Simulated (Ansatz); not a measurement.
# InP: changing the functional

```xyz
2
Lattice="0.0000 2.9305 2.9305 2.9305 0.0000 2.9305 2.9305 2.9305 0.0000" Properties=species:S:1:pos:R:3 pbc="T T T"
In    0.0000    0.0000    0.0000
P     4.3957    4.3957    4.3957
```

Kept alike: task band structure; k mesh 8 × 8 × 8; occupations fermi-dirac, width 0.05 eV; no spin polarisation. Program: Ansatz, all-electron LAPW, scalar-relativistic. The mesh is that of the run's cell of 2 atoms. No spin-orbit coupling.

| functional | band gap (eV) | pressure (GPa) |
| --- | --- | --- |
| BLYP | 0.597 | 6.74 |
| LDA | 0.480 | -1.20 |
| PBE | 0.714 | 3.34 |
| PBEsol | 0.615 | 0.60 |
| RPBE | 0.850 | 5.17 |
| revPBE | 0.814 | 4.66 |

Pressure is positive in compression. Gaps are the smaller of the mesh's and the band path's.

Q: What does the functional change here?

A: The band gap runs from 0.480 (LDA) to 0.850 eV (RPBE). From PBE: BLYP -0.117; LDA -0.234; PBEsol -0.099; RPBE +0.136; revPBE +0.100. Measured: 1.42 eV (arxiv:cond-mat/0006134); nearest RPBE, 0.570 eV off. Semilocal gaps fall short of quasiparticle gaps. The pressure runs from -1.20 (LDA) to 6.74 GPa (BLYP). From PBE: BLYP +3.40; LDA -4.54; PBEsol -2.74; RPBE +1.83; revPBE +1.32. A positive pressure means that the functional's own cell is larger than the one given, a negative one that it is smaller.
